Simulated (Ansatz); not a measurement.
MnO:

```
CELL_PARAMETERS angstrom
0.00000 2.22391 2.22391
2.22391 0.00000 2.22391
2.22391 2.22391 0.00000
ATOMIC_POSITIONS crystal
Mn 0.00000 0.00000 0.00000
O 0.50000 0.50000 0.50000
```

The cell is a database's computed one.

Base run:

```yaml
Program: Ansatz 0.2.0
Functional: PBE
Potentials_or_basis: all-electron LAPW, scalar-relativistic
Cutoff: 324 eV (chosen from the basis error)
Basis_error_allowed: 0.001 eV/atom
k_mesh: 10 × 10 × 10
Occupations: fermi-dirac, width 0.05 eV
Spin: collinear spin, ferromagnetic start
Starting_moments: "[4.0, 0.0] μB"
Fixed_moment: 4 μB
```

Its results: pressure -12.8 GPa; site moments Mn +3.76; O +0.09 μB.

Question: The run is repeated on the same cell with these changes: fixed moment from 4 μB to 4.8 μB; moments at the start from [4.0, 0.0] to [4.8, 0.0]. What comes out?

Answer: Pressure 0.2 GPa; site moments Mn +4.34; O +0.24 μB.

Caveats: the total moment is fixed, so each spin has its own Fermi level.
